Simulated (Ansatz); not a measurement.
The system is SnSe.

```xyz
2
Lattice="0.0000 3.0100 3.0100 3.0100 0.0000 3.0100 3.0100 3.0100 0.0000" Properties=species:S:1:pos:R:3 pbc="T T T"
Sn    0.0000    0.0000    0.0000
Se    3.0100    3.0100    3.0100
```

Measurements of this composition are mostly on another form, of space group No. 62.

Program: Ansatz 0.2.0. Alike in all runs: potentials or basis all-electron LAPW, scalar-relativistic; no spin polarisation; cell as given.

Task: Order these runs on this cell by their pressure, lowest first.
A. level PBE; k mesh 3 × 3 × 3; cutoff (eV) 173; smearing fermi-dirac 0.03 eV; basis error allowed 0.002 eV/atom; mesh quality coarse
B. level PBE; k mesh 8 × 8 × 8; cutoff (eV) 190; smearing gaussian 0.015 eV; basis error allowed 0.001 eV/atom; mesh quality not flagged
C. level BLYP; k mesh 8 × 8 × 8; cutoff (eV) 190; smearing fermi-dirac 0.05 eV; basis error allowed 0.001 eV/atom; mesh quality not flagged

Result: A (-0.6 GPa), B (0.9 GPa), C (4.8 GPa).

Caveats: some runs use coarse meshes.
